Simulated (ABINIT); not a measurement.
# Ag (Fm-3m) in ABINIT: a series of runs

Aim: see how the results for Ag move with the level of theory and the settings. Levels: PBEsol, OLYP, LDA, PBE, rPW86PBE. Tasks: equation of state, band structure.

Program: ABINIT 10.8.3 (patched build). These are calculated values, not measurements. Logs are shortened: lines on timing, memory, paths and dates and some standing lists are left out, and cuts for length are marked. The log counts tension as positive stress, the text compression.

## (1) The structure

Symmetry: Fm-3m, No. 225, cubic system. The conventional cell has a = 4.085 Å, b = 4.085 Å, c = 4.085 Å, α = 90.00°, β = 90.00°, γ = 90.00°. Around Ag (site symmetry m-3m) lie 12 Ag at 2.89 Å.

## (2) Equation of state, PBEsol

Contents of run.abi:

```
ndtset 7
getwfk -1
scalecart1 3*0.9795861087
scalecart2 3*0.9864848297
scalecart3 3*0.9932883884
scalecart4 3*1.0000000000
scalecart5 3*1.0066227096
scalecart6 3*1.0131594038
scalecart7 3*1.0196128224

pp_dirpath "./"
pseudos "Ag.GGA_PBE-JTH.xml"

acell 5.4592009917 5.4592009917 5.4592009917
rprim
     0.0000000000     0.7071067812     0.7071067812
     0.7071067812     0.0000000000     0.7071067812
     0.7071067812     0.7071067812     0.0000000000
ntypat 1
znucl 47
natom 1
typat 1
xred
     0.0000000000     0.0000000000     0.0000000000

ecut 17.0
pawecutdg 34.0

kptopt 1
ngkpt 11 11 11
nshiftk 1
shiftk 0.0 0.0 0.0

ixc -116133

nband 10
occopt 3
tsmear 0.05 eV

nstep 100
tolvrs 1.0e-9

iomode 3
prtwf 1
prtden 0
prteig 0
prtebands 0
enunit 1
```

Potentials or basis: JTH PAW PBE v2.0.

Run with:

```
> abinit run.abi > log 2>&1
```

run.abo:

```text
.Version 10.8.3 of ABINIT
 DATASET    1 : space group Fm -3 m (#225); Bravais cF (face-center cubic)
================================================================================
 Values of the parameters that define the memory need for DATASET  1.
     intxc =       0    ionmov =       0      iscf =      17    lmnmax =      18
     lnmax =       6     mgfft =      20  mpssoang =       3    mqgrid =    3001
     natom =       1  nloc_mem =       2    nspden =       1   nspinor =       1
    nsppol =       1      nsym =      48    n1xccc =       1    ntypat =       1
    occopt =       3   xclevel =       2
       mpw =         375          nfft =        8000          nkpt =          56
 PAW method is used; the additional fine FFT grid is defined by:
   mgfftf=        30    nfftf =     27000
================================================================================
================================================================================
[... 71 lines left out ...]
 DATASET    7 : space group Fm -3 m (#225); Bravais cF (face-center cubic)
================================================================================
 Values of the parameters that define the memory need for DATASET  7.
     intxc =       0    ionmov =       0      iscf =      17    lmnmax =      18
     lnmax =       6     mgfft =      24  mpssoang =       3    mqgrid =    3001
     natom =       1  nloc_mem =       2    nspden =       1   nspinor =       1
    nsppol =       1      nsym =      48    n1xccc =       1    ntypat =       1
    occopt =       3   xclevel =       2
       mpw =         420          nfft =       13824          nkpt =          56
 PAW method is used; the additional fine FFT grid is defined by:
   mgfftf=        30    nfftf =     27000
================================================================================
================================================================================

--------------------------------------------------------------------------------
------------- Echo of variables that govern the present computation ------------
--------------------------------------------------------------------------------
 -outvars: echo values of preprocessed input variables --------
            acell      5.4592009917E+00  5.4592009917E+00  5.4592009917E+00 Bohr
              amu      1.07868200E+02
             ecut      1.70000000E+01 Hartree
           enunit           1
           getwfk          -1
                       outvar_i_n : Printing only first  50 k-points.
              ixc     -116133
           jdtset        1    2    3    4    5    6    7
                       outvar_i_n : Printing only first  50 k-points.
         kptrlatt       11    0    0      0   11    0      0    0   11
          kptrlen1     5.88253320E+01
          kptrlen2     5.92396086E+01
          kptrlen3     5.96481705E+01
          kptrlen4     6.00512109E+01
          kptrlen5     6.04489126E+01
          kptrlen6     6.08414490E+01
          kptrlen7     6.12289846E+01
            natom           1
            nband          10
           ndtset           7
            ngfft1         20      20      20
            ngfft2         20      20      20
            ngfft3         24      24      24
            ngfft4         24      24      24
            ngfft5         24      24      24
            ngfft6         24      24      24
            ngfft7         24      24      24
          ngfftdg          30      30      30
             nkpt          56
            nstep         100
             nsym          48
           ntypat           1
                       prtocc : prtvol=0, do not print more k-points.
           occopt           3
        pawecutdg      3.40000000E+01 Hartree
         pawxcdev           0
           prtden           0
        prtebands           0
           prteig           0
            rprim1     0.0000000000E+00  6.9267198023E-01  6.9267198023E-01
                       6.9267198023E-01  0.0000000000E+00  6.9267198023E-01
                       6.9267198023E-01  6.9267198023E-01  0.0000000000E+00
            rprim2     0.0000000000E+00  6.9755011263E-01  6.9755011263E-01
                       6.9755011263E-01  0.0000000000E+00  6.9755011263E-01
                       6.9755011263E-01  6.9755011263E-01  0.0000000000E+00
            rprim3     0.0000000000E+00  7.0236095512E-01  7.0236095512E-01
                       7.0236095512E-01  0.0000000000E+00  7.0236095512E-01
                       7.0236095512E-01  7.0236095512E-01  0.0000000000E+00
            rprim4     0.0000000000E+00  7.0710678120E-01  7.0710678120E-01
                       7.0710678120E-01  0.0000000000E+00  7.0710678120E-01
                       7.0710678120E-01  7.0710678120E-01  0.0000000000E+00
            rprim5     0.0000000000E+00  7.1178974407E-01  7.1178974407E-01
                       7.1178974407E-01  0.0000000000E+00  7.1178974407E-01
                       7.1178974407E-01  7.1178974407E-01  0.0000000000E+00
            rprim6     0.0000000000E+00  7.1641188486E-01  7.1641188486E-01
                       7.1641188486E-01  0.0000000000E+00  7.1641188486E-01
                       7.1641188486E-01  7.1641188486E-01  0.0000000000E+00
            rprim7     0.0000000000E+00  7.2097514092E-01  7.2097514092E-01
                       7.2097514092E-01  0.0000000000E+00  7.2097514092E-01
                       7.2097514092E-01  7.2097514092E-01  0.0000000000E+00
          spgroup         225
           tolvrs      1.00000000E-09
           tsmear      1.83746611E-03 Hartree
            typat      1
           useylm           1
                       outvars : Printing only first  50 k-points.
            znucl       47.00000

================================================================================

 chkinp: Checking input parameters for consistency, jdtset=   1.

 chkinp: Checking input parameters for consistency, jdtset=   2.
[... 36 lines left out ...]
 getcut: wavevector=  0.0000  0.0000  0.0000  ngfft=  30  30  30
         ecut(hartree)=     34.000   => boxcut(ratio)=   2.13957

--- Pseudopotential description ------------------------------------------------
- pspini: atom type   1  psp file is ./Ag.GGA_PBE-JTH.xml
 Pseudopotential format is: paw10
 basis_size (lnmax)=  6 (lmn_size= 18), orbitals=   0   0   1   1   2   2
 Spheres core radius: rc_sph= 2.51516130
 Shapefunction is BESSEL type: shapef(r,l)=aa(1,l)*jl(q(1,l)*r)+aa(2,l)*jl(q(2,l)*r)
 Radius for shape functions =  2.20290272
 Compensation charge density is not taken into account in XC energy/potential

   4.44827459E+02                                ecore*ucvol(ha*bohr**3)
--------------------------------------------------------------------------------

[... 323 lines left out ...]
 getcut: wavevector=  0.0000  0.0000  0.0000  ngfft=  24  24  24
         ecut(hartree)=     17.000   => boxcut(ratio)=   2.38461

 getcut : COMMENT -
  Note that boxcut > 2.2 ; recall that boxcut=Gcut(box)/Gcut(sphere) = 2
  is sufficient for exact treatment of convolution.
  Such a large boxcut is a waste : you could raise ecut
  e.g. ecut=   24.167034 Hartrees makes boxcut=2

 Fine grid specifications (used for densities):

 getcut: wavevector=  0.0000  0.0000  0.0000  ngfft=  30  30  30
         ecut(hartree)=     34.000   => boxcut(ratio)=   2.11006
--------------------------------------------------------------------------------
[... 158 lines left out ...]
 getcut: wavevector=  0.0000  0.0000  0.0000  ngfft=  24  24  24
         ecut(hartree)=     17.000   => boxcut(ratio)=   2.36860

 getcut : COMMENT -
  Note that boxcut > 2.2 ; recall that boxcut=Gcut(box)/Gcut(sphere) = 2
  is sufficient for exact treatment of convolution.
  Such a large boxcut is a waste : you could raise ecut
  e.g. ecut=   23.843723 Hartrees makes boxcut=2

 Fine grid specifications (used for densities):

 getcut: wavevector=  0.0000  0.0000  0.0000  ngfft=  30  30  30
         ecut(hartree)=     34.000   => boxcut(ratio)=   2.09590
--------------------------------------------------------------------------------
[... 158 lines left out ...]
 getcut: wavevector=  0.0000  0.0000  0.0000  ngfft=  24  24  24
         ecut(hartree)=     17.000   => boxcut(ratio)=   2.35302

 getcut : COMMENT -
  Note that boxcut > 2.2 ; recall that boxcut=Gcut(box)/Gcut(sphere) = 2
  is sufficient for exact treatment of convolution.
  Such a large boxcut is a waste : you could raise ecut
  e.g. ecut=   23.531013 Hartrees makes boxcut=2

 Fine grid specifications (used for densities):

 getcut: wavevector=  0.0000  0.0000  0.0000  ngfft=  30  30  30
         ecut(hartree)=     34.000   => boxcut(ratio)=   2.08211
--------------------------------------------------------------------------------
[... 158 lines left out ...]
 getcut: wavevector=  0.0000  0.0000  0.0000  ngfft=  24  24  24
         ecut(hartree)=     17.000   => boxcut(ratio)=   2.33784

 getcut : COMMENT -
  Note that boxcut > 2.2 ; recall that boxcut=Gcut(box)/Gcut(sphere) = 2
  is sufficient for exact treatment of convolution.
  Such a large boxcut is a waste : you could raise ecut
  e.g. ecut=   23.228358 Hartrees makes boxcut=2

 Fine grid specifications (used for densities):

 getcut: wavevector=  0.0000  0.0000  0.0000  ngfft=  30  30  30
         ecut(hartree)=     34.000   => boxcut(ratio)=   2.06867
--------------------------------------------------------------------------------
[... 158 lines left out ...]
 getcut: wavevector=  0.0000  0.0000  0.0000  ngfft=  24  24  24
         ecut(hartree)=     17.000   => boxcut(ratio)=   2.32304

 getcut : COMMENT -
  Note that boxcut > 2.2 ; recall that boxcut=Gcut(box)/Gcut(sphere) = 2
  is sufficient for exact treatment of convolution.
  Such a large boxcut is a waste : you could raise ecut
  e.g. ecut=   22.935251 Hartrees makes boxcut=2

 Fine grid specifications (used for densities):

 getcut: wavevector=  0.0000  0.0000  0.0000  ngfft=  30  30  30
         ecut(hartree)=     34.000   => boxcut(ratio)=   2.05558
--------------------------------------------------------------------------------
[... 131 lines left out ...]
-Cartesian components of stress tensor (GPa)         [Pressure= -7.7896E+00 GPa]
- sigma(1 1)=  7.78963918E+00  sigma(3 2)=  0.00000000E+00
- sigma(2 2)=  7.78963918E+00  sigma(3 1)=  0.00000000E+00
- sigma(3 3)=  7.78963918E+00  sigma(2 1)=  0.00000000E+00

== END DATASET(S) ==============================================================
================================================================================

 -outvars: echo values of variables after computation  --------
            acell      5.4592009917E+00  5.4592009917E+00  5.4592009917E+00 Bohr
           etotal1    -3.8232458335E+01
           etotal2    -3.8232731926E+01
           etotal3    -3.8232791147E+01
           etotal4    -3.8232664423E+01
           etotal5    -3.8232375923E+01
           etotal6    -3.8231949264E+01
           etotal7    -3.8231403248E+01
            fcart1    -0.0000000000E+00 -0.0000000000E+00 -0.0000000000E+00
            fcart2    -0.0000000000E+00 -0.0000000000E+00 -0.0000000000E+00
            fcart3    -0.0000000000E+00 -0.0000000000E+00 -0.0000000000E+00
            fcart4    -0.0000000000E+00 -0.0000000000E+00 -0.0000000000E+00
            fcart5    -0.0000000000E+00 -0.0000000000E+00 -0.0000000000E+00
            fcart6    -0.0000000000E+00 -0.0000000000E+00 -0.0000000000E+00
            fcart7    -0.0000000000E+00 -0.0000000000E+00 -0.0000000000E+00
            rprim1     0.0000000000E+00  6.9267198023E-01  6.9267198023E-01
                       6.9267198023E-01  0.0000000000E+00  6.9267198023E-01
                       6.9267198023E-01  6.9267198023E-01  0.0000000000E+00
[... 17 lines left out ...]
                       7.2097514092E-01  7.2097514092E-01  0.0000000000E+00
           strten1    -1.6522925370E-04 -1.6522925370E-04 -1.6522925370E-04
                       0.0000000000E+00  0.0000000000E+00  0.0000000000E+00
           strten2    -6.5501691705E-05 -6.5501691705E-05 -6.5501691705E-05
                       0.0000000000E+00  0.0000000000E+00  0.0000000000E+00
           strten3     2.1164569318E-05  2.1164569318E-05  2.1164569318E-05
                       0.0000000000E+00  0.0000000000E+00  0.0000000000E+00
           strten4     9.6316933846E-05  9.6316933846E-05  9.6316933846E-05
                       0.0000000000E+00  0.0000000000E+00  0.0000000000E+00
           strten5     1.6116076253E-04  1.6116076253E-04  1.6116076253E-04
                       0.0000000000E+00  0.0000000000E+00  0.0000000000E+00
           strten6     2.1687254640E-04  2.1687254640E-04  2.1687254640E-04
                       0.0000000000E+00  0.0000000000E+00  0.0000000000E+00
           strten7     2.6476445417E-04  2.6476445417E-04  2.6476445417E-04
                       0.0000000000E+00  0.0000000000E+00  0.0000000000E+00
 Calculation completed.
```

It took 37 s on 1 thread of Arm Neoverse V2, shared host; peak memory 0.13 GiB.

Results:

* Equilibrium volume: 16.64 Å³/atom
* Bulk modulus: 119 GPa
* Pressure derivative of the bulk modulus: 6.1

Energy against volume, from the lowest point:
```
volume (Å³/atom)  energy (meV/atom)
          16.025               9.06
          16.366               1.61
          16.707               0.00
          17.048               3.45
          17.389              11.30
          17.730              22.91
          18.071              37.77
```

Caveat: pressures at fixed basis lie under the slope of the energies; the PAW data sets were made with another functional, which shifts forces and pressure a little.

## (3) Equation of state, OLYP

Contents of run.abi:

```
# Datasets: one volume each
ndtset 7
getwfk -1
scalecart1 3*0.9795861087
scalecart2 3*0.9864848297
scalecart3 3*0.9932883884
scalecart4 3*1.0000000000
scalecart5 3*1.0066227096
scalecart6 3*1.0131594038
scalecart7 3*1.0196128224

# Pseudopotentials
pp_dirpath "./"
pseudos "Ag.GGA_PBE-JTH.xml"

# Structure
acell 3*1.0 Angstrom
rprim
     0.0000000000     2.0427500000     2.0427500000
     2.0427500000     0.0000000000     2.0427500000
     2.0427500000     2.0427500000     0.0000000000
ntypat 1
znucl 47
natom 1
typat 1
xred
     0.0000000000     0.0000000000     0.0000000000

# Plane-wave basis
ecut 17.0
pawecutdg 34.0

# k points
kptopt 1
ngkpt 11 11 11
nshiftk 1
shiftk 0.0 0.0 0.0

# Exchange and correlation
ixc -110131

# Bands and occupations
nband 10
occopt 3
tsmear 0.00183747

# SCF cycle
nstep 100
tolvrs 1.0e-9

# Output
iomode 3
prtwf 1
prtden 0
prteig 0
prtebands 0
enunit 2
```

Potentials or basis: JTH PAW PBE v2.0.

Run with:

```
> abinit run.abi > log 2>&1
```

Run time: 32 s. Hardware: 1 thread of Arm Neoverse V2, shared host; peak memory 0.13 GiB.

It converged, with:

* Equilibrium volume: 18.53 Å³/atom (rough: see the caveat)
* Bulk modulus: 62 GPa (rough)

Energy against volume, from the lowest point:
```csv
volume (Å³/atom),energy (meV/atom)
16.025,92.68
16.366,64.85
16.707,42.89
17.048,26.02
17.389,13.64
17.730,5.13
18.071,0.00
```

Caveat: pressures at fixed basis lie under the slope of the energies; the minimum lies outside the volumes run; the PAW data sets were made with another functional, which shifts forces and pressure a little.

(Continued in part 2 of 2.)
